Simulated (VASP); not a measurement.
# Ce (Fm-3m) in VASP: single point with PBE+U

Aim: the single point of Ce with PBE+U.

Program: VASP 6.6.1. These are calculated values, not measurements. Logs are shortened: lines on timing, memory, paths and dates and some standing lists are left out, and cuts for length are marked.

**1. The crystal as given**

The structure is cubic, space group Fm-3m (No. 225). Conventional cell: a = 5.304 Å, b = 5.304 Å, c = 5.304 Å, α = 90.00°, β = 90.00°, γ = 90.00°. Ce (site symmetry m-3m) has 12 Ce at 3.75 Å as nearest neighbours.

**2. Single point, PBE+U, collinear spin, typed start**

INCAR

```
PREC = Accurate
ENCUT = 520
EDIFF = 1E-6
ISMEAR = 0
SIGMA = 0.05
LREAL = False
LASPH = True
NELM = 150
ALGO = Normal
ISIF = 2
LWAVE = False
LCHARG = False
ISPIN = 2
MAGMOM = 1.22
LORBIT = 11
LMAXMIX = 6
LDAU = True
LDAUTYPE = 2
LDAUL = 3
LDAUU = 5
LDAUJ = 0
LDAUPRINT = 1
GGA = PE
NBANDS = 16
```

KPOINTS

```
Automatic mesh
0
Gamma
  8 8 8
```

POSCAR

```
Ce
1.0
    0.0000000000      2.6521944280      2.6521944280
    2.6521944280      0.0000000000      2.6521944280
    2.6521944280      2.6521944280      0.0000000000
Ce
1
Direct
    0.0000000000      0.0000000000      0.0000000000
```

Potentials or basis: VASP PAW PBE potentials, release 64 (Ce).

Command:

```bash
cat potpaw_PBE.64/Ce/POTCAR > POTCAR
mpirun -np 1 vasp_std > vasp.out
```

OUTCAR:

```text
PREC = Accurate
   ENCUT = 520
   EDIFF = 1E-6
   ISMEAR = 0
   LREAL = False
   LASPH = True
   NELM = 150
   ISIF = 2
   ISPIN = 2
   LORBIT = 11
   GGA = PE

 ion  position               nearest neighbor table
   1  0.000  0.000  0.000-

  LATTYP: Found a face centered cubic cell.
 ALAT       =     5.3043888560

  Lattice vectors:

 A1 = (   0.0000000000,   2.6521944280,   2.6521944280)
 A2 = (   2.6521944280,   0.0000000000,   2.6521944280)
 A3 = (   2.6521944280,   2.6521944280,   0.0000000000)

Analysis of symmetry for initial positions (statically):
=====================================================================
 Subroutine PRICEL returns:
 Original cell was already a primitive cell.

 Routine SETGRP: Setting up the symmetry group for a
 face centered cubic supercell.

 Subroutine GETGRP returns: Found 48 space group operations
 (whereof 48 operations were pure point group operations)
 out of a pool of 48 trial point group operations.

The static configuration has the point symmetry O_h .

Analysis of symmetry for dynamics (positions and initial velocities):
=====================================================================
 Subroutine PRICEL returns:
 Original cell was already a primitive cell.

 Routine SETGRP: Setting up the symmetry group for a
 face centered cubic supercell.

 Subroutine GETGRP returns: Found 48 space group operations
 (whereof 48 operations were pure point group operations)
 out of a pool of 48 trial point group operations.

The dynamic configuration has the point symmetry O_h .

Analysis of structural, dynamic, and magnetic symmetry:
=====================================================================
 Subroutine PRICEL returns:
 Original cell was already a primitive cell.

 Routine SETGRP: Setting up the symmetry group for a
 face centered cubic supercell.

 Subroutine GETGRP returns: Found 48 space group operations
 (whereof 48 operations were pure point group operations)
 out of a pool of 48 trial point group operations.

The overall configuration has the point symmetry O_h .

 Subroutine INISYM returns: Found 48 space group operations
 (whereof 48 operations are pure point group operations),
 and found     1 'primitive' translations

----------------------------------------------------------------------------------------

                                     Primitive cell

  volume of cell :      37.3118

  direct lattice vectors                    reciprocal lattice vectors
     0.000000000  2.652194428  2.652194428    -0.188523132  0.188523132  0.188523132
     2.652194428  0.000000000  2.652194428     0.188523132 -0.188523132  0.188523132
     2.652194428  2.652194428  0.000000000     0.188523132  0.188523132 -0.188523132

  length of vectors
     3.750769330  3.750769330  3.750769330     0.326531643  0.326531643  0.326531643

  position of ions in fractional coordinates (direct lattice)
     0.000000000  0.000000000  0.000000000

  ion indices of the primitive-cell ions
   primitive index   ion index
                 1           1

[... 99 lines left out ...]
   J (eV)           for each species LDAUJ =   0.0
   GGA     = PE    functional components
   LHFCALC =     F    Hartree Fock is set to
   AEXX    =    0.0000 exact exchange contribution
   IVDW    =     0    specifies the selected vdW correction
   LEPSILON=     F    determine dielectric tensor
   LRPA    =     F    only Hartree local field effects (RPA)
 spin polarized calculation
 Gauss-broadening in eV      SIGMA  =   0.05
  energy-cutoff  :      520.00
  volume of cell :       37.31
 maximum number of plane-waves:      1036
   NGX = 13   NGY = 13   NGZ = 13

 number of electron      12.0000001 magnetization      -0.2261014

atom =   1  type =  1  l = 3

 onsite density matrix

spin component  1

  0.0032 -0.0000  0.0017 -0.0000 -0.0000  0.0000 -0.0000
 -0.0000  0.9741 -0.0000 -0.0000  0.0000 -0.0000 -0.0000
  0.0017 -0.0000  0.0023  0.0000  0.0000 -0.0000 -0.0000
 -0.0000 -0.0000  0.0000  0.0045  0.0000  0.0000  0.0000
 -0.0000  0.0000  0.0000  0.0000  0.0023  0.0000 -0.0017
  0.0000 -0.0000 -0.0000  0.0000  0.0000  0.0010  0.0000
 -0.0000 -0.0000 -0.0000  0.0000 -0.0017  0.0000  0.0032

spin component  2

  0.0019 -0.0000  0.0008  0.0000  0.0000  0.0000  0.0000
 -0.0000  0.0025  0.0000 -0.0000  0.0000  0.0000  0.0000
  0.0008  0.0000  0.0015 -0.0000  0.0000 -0.0000  0.0000
  0.0000 -0.0000 -0.0000  0.0026 -0.0000  0.0000 -0.0000
  0.0000  0.0000  0.0000 -0.0000  0.0015  0.0000 -0.0008
  0.0000  0.0000 -0.0000  0.0000  0.0000  0.0008  0.0000
  0.0000  0.0000  0.0000 -0.0000 -0.0008  0.0000  0.0019

 occupancies and eigenvectors

  o =  0.0008  v =  0.0000  0.0000  0.0000  0.0000  0.0000  0.0000  0.0000  0.0000  0.0000 -0.0000  0.0000  0.0000 -1.0000  0.0000      0.0000  0.0000  0.0000  0.0000  0.0000  0.0000  0.0000  0.0000  0.0000  0.0000  0.0000  0.0000  0.0000  0.0000
  o =  0.0008  v =  0.0000  0.0000  0.0000  0.0000  0.0000  0.0000  0.0000  0.0061  0.0000 -0.0079 -0.0000 -0.7905 -0.0000 -0.6123      0.0000  0.0000  0.0000  0.0000  0.0000  0.0000  0.0000  0.0000  0.0000  0.0000  0.0000  0.0000  0.0000  0.0000
  o =  0.0008  v =  0.0000  0.0000  0.0000  0.0000  0.0000  0.0000  0.0000  0.6123  0.0000 -0.7905 -0.0000  0.0079  0.0000  0.0061      0.0000  0.0000  0.0000  0.0000  0.0000  0.0000  0.0000  0.0000  0.0000  0.0000  0.0000  0.0000  0.0000  0.0000
  o =  0.0010  v = -0.0078 -0.0000  0.0100  0.0000 -0.7905  0.0000 -0.6123  0.0000  0.0000  0.0000  0.0000  0.0000  0.0000  0.0000      0.0000  0.0000  0.0000  0.0000  0.0000  0.0000  0.0000  0.0000  0.0000  0.0000  0.0000  0.0000  0.0000  0.0000
  o =  0.0010  v =  0.6123 -0.0000 -0.7905  0.0000 -0.0100 -0.0000 -0.0078  0.0000  0.0000  0.0000  0.0000  0.0000  0.0000  0.0000      0.0000  0.0000  0.0000  0.0000  0.0000  0.0000  0.0000  0.0000  0.0000  0.0000  0.0000  0.0000  0.0000  0.0000
  o =  0.0010  v =  0.0000 -0.0000 -0.0000 -0.0000  0.0000  1.0000  0.0000  0.0000  0.0000  0.0000  0.0000  0.0000  0.0000  0.0000      0.0000  0.0000  0.0000  0.0000  0.0000  0.0000  0.0000  0.0000  0.0000  0.0000  0.0000  0.0000  0.0000  0.0000
  o =  0.0025  v =  0.0000  0.0000  0.0000  0.0000  0.0000  0.0000  0.0000  0.0000  1.0000  0.0000  0.0000  0.0000  0.0000 -0.0000      0.0000  0.0000  0.0000  0.0000  0.0000  0.0000  0.0000  0.0000  0.0000  0.0000  0.0000  0.0000  0.0000  0.0000
  o =  0.0026  v =  0.0000  0.0000  0.0000  0.0000  0.0000  0.0000  0.0000  0.0130  0.0000  0.0101  0.0000 -0.6123  0.0000  0.7905      0.0000  0.0000  0.0000  0.0000  0.0000  0.0000  0.0000  0.0000  0.0000  0.0000  0.0000  0.0000  0.0000  0.0000
  o =  0.0026  v =  0.0000  0.0000  0.0000  0.0000  0.0000  0.0000  0.0000  0.7905 -0.0000  0.6123 -0.0000  0.0101  0.0000 -0.0130      0.0000  0.0000  0.0000  0.0000  0.0000  0.0000  0.0000  0.0000  0.0000  0.0000  0.0000  0.0000  0.0000  0.0000
  o =  0.0026  v =  0.0000  0.0000  0.0000  0.0000  0.0000  0.0000  0.0000 -0.0000  0.0000 -0.0000 -1.0000 -0.0000 -0.0000  0.0000      0.0000  0.0000  0.0000  0.0000  0.0000  0.0000  0.0000  0.0000  0.0000  0.0000  0.0000  0.0000  0.0000  0.0000
  o =  0.0045  v =  0.0000  0.0000  0.0000  1.0000 -0.0000  0.0000  0.0000  0.0000  0.0000  0.0000  0.0000  0.0000  0.0000  0.0000      0.0000  0.0000  0.0000  0.0000  0.0000  0.0000  0.0000  0.0000  0.0000  0.0000  0.0000  0.0000  0.0000  0.0000
  o =  0.0045  v = -0.7905 -0.0000 -0.6123  0.0000  0.0054 -0.0000 -0.0070  0.0000  0.0000  0.0000  0.0000  0.0000  0.0000  0.0000      0.0000  0.0000  0.0000  0.0000  0.0000  0.0000  0.0000  0.0000  0.0000  0.0000  0.0000  0.0000  0.0000  0.0000
  o =  0.0045  v = -0.0070  0.0000 -0.0054 -0.0000 -0.6123  0.0000  0.7905  0.0000  0.0000  0.0000  0.0000  0.0000  0.0000  0.0000      0.0000  0.0000  0.0000  0.0000  0.0000  0.0000  0.0000  0.0000  0.0000  0.0000  0.0000  0.0000  0.0000  0.0000
  o =  0.9741  v = -0.0000  1.0000 -0.0000 -0.0000 -0.0000  0.0000 -0.0000  0.0000  0.0000  0.0000  0.0000  0.0000  0.0000  0.0000      0.0000  0.0000  0.0000  0.0000  0.0000  0.0000  0.0000  0.0000  0.0000  0.0000  0.0000  0.0000  0.0000  0.0000

 number of electron      12.0000000 magnetization       1.1954300

 Free energy of the ion-electron system (eV)
  ---------------------------------------------------
  ext. energy  EPLUGINS =         0.00000000
  ---------------------------------------------------
  free energy    TOTEN  =        -5.14514812 eV

  energy without entropy =       -5.14305213  energy(sigma->0) =       -5.14410012

 E-fermi :   6.3635     XC(G=0):  -9.6899

 val. band max:        6.3497226858   @ k =   0.5000   0.2500   0.1250
 cond. band min:       6.4344133351   @ k =  -0.3750   0.2500   0.0000
 fundamental gap:      0.0846906493
 Fermi energy:         6.3635283504

 spin component 1

 k-point     1 :       0.0000    0.0000    0.0000
  band No.  band energies     occupation
      1     -28.6381      1.00000
      2     -10.8051      1.00000
      3     -10.8051      1.00000
      4     -10.8051      1.00000
      5       2.7589      1.00000
      6       3.5568      1.00000
[... 895 lines left out ...]
      5       5.7275      1.00000
      6       6.3046      0.95219
[... 8 lines left out ...]
     15      10.5784      0.00000
     16      11.8435      0.00000

 [... further k-points ...]

------------------------ aborting loop because EDIFF is reached ----------------------------------------

  FORCE on cell =-STRESS in cart. coord.  units (eV):
  Direction    XX          YY          ZZ          XY          YZ          ZX
  --------------------------------------------------------------------------------------
  -------------------------------------------------------------------------------------
  Total       -0.1335486     -0.1335486     -0.1335486      0.0000000      0.0000000     -0.0000000
  in kB       -5.7346100     -5.7346100     -5.7346100      0.0000000      0.0000000     -0.0000000
  external PRESSURE =      -5.7346100 kB  Pullay stress =       0.0000000 kB

 VOLUME and BASIS-vectors are now :
 -----------------------------------------------------------------------------
  energy-cutoff  :      520.00
  volume of cell :       37.31
      direct lattice vectors                 reciprocal lattice vectors
     0.000000000  2.652194428  2.652194428    -0.188523132  0.188523132  0.188523132
     2.652194428  0.000000000  2.652194428     0.188523132 -0.188523132  0.188523132
     2.652194428  2.652194428  0.000000000     0.188523132  0.188523132 -0.188523132

 POSITION                                       TOTAL-FORCE (eV/Angst)
 -----------------------------------------------------------------------------------
      0.00000      0.00000      0.00000         0.000000      0.000000      0.000000
 -----------------------------------------------------------------------------------
    total drift:                                0.000000     -0.000000      0.000000

  FREE ENERGIE OF THE ION-ELECTRON SYSTEM (eV)
  ---------------------------------------------------
  free  energy   TOTEN  =        -5.1451481207 eV

  energy  without entropy=       -5.1430521276  energy(sigma->0) =       -5.14410012

 total charge

# of ion       s       p       d       f       tot
--------------------------------------------------
    1        2.094   5.626   0.905   1.001   9.626

 magnetization (x)

# of ion       s       p       d       f       tot
--------------------------------------------------
    1        0.001   0.004   0.073   0.977   1.056
```

Run time: 2.9 min. Hardware: 1 thread of Intel Xeon Platinum 8488C (Sapphire Rapids), shared host; peak memory 0.2 GiB.

What came out:

```yaml
Free_energy: -5.1451 eV
Pressure: -0.6 GPa
Band_gap_on_the_k_mesh: none (metal or under the smearing width)
Net_moment: 1.20 μB per cell
Site_moments: Ce +1.06 μB
Valence_electrons_inside_the_program's_atomic_spheres: Ce 9.63
```

Levels at points of the mesh, in eV from the Fermi level:
Spin up:
| k point | band 5 | band 6 | band 7 | band 8 | band 9 | band 10 |
| --- | --- | --- | --- | --- | --- | --- |
| (0.00, 0.00, 0.00) | -3.60 | -2.81 | 1.29 | 1.29 | 1.29 | 2.36 |
| (0.50, 0.00, 0.00) | -2.52 | -1.92 | 1.13 | 1.13 | 1.67 | 2.62 |
| (0.50, 0.50, 0.00) | -2.41 | -2.04 | -1.47 | 2.32 | 2.64 | 2.64 |
Spin down:
```csv
k point,band 3,band 4,band 5,band 6,band 7,band 8
"(0.00, 0.00, 0.00)",-16.77,-16.77,-3.37,1.60,1.60,1.60
"(0.50, 0.00, 0.00)",-16.92,-16.92,-1.64,1.31,1.31,2.07
"(0.50, 0.50, 0.00)",-17.18,-17.18,-1.91,-1.16,2.73,3.05
```

Eigenvalues of the final occupation matrices:
```
    site  spin  trace                         eigenvalues
site 1 f     1   0.99  0.00 0.00 0.00 0.00 0.00 0.00 0.97
site 1 f     2   0.01  0.00 0.00 0.00 0.00 0.00 0.00 0.00
```

Caveat: the magnetic or orbital state may not be the lowest; spin-orbit coupling is left out, which moves the levels of the heavy elements. The state reached can hang on the start; a lower one may exist.
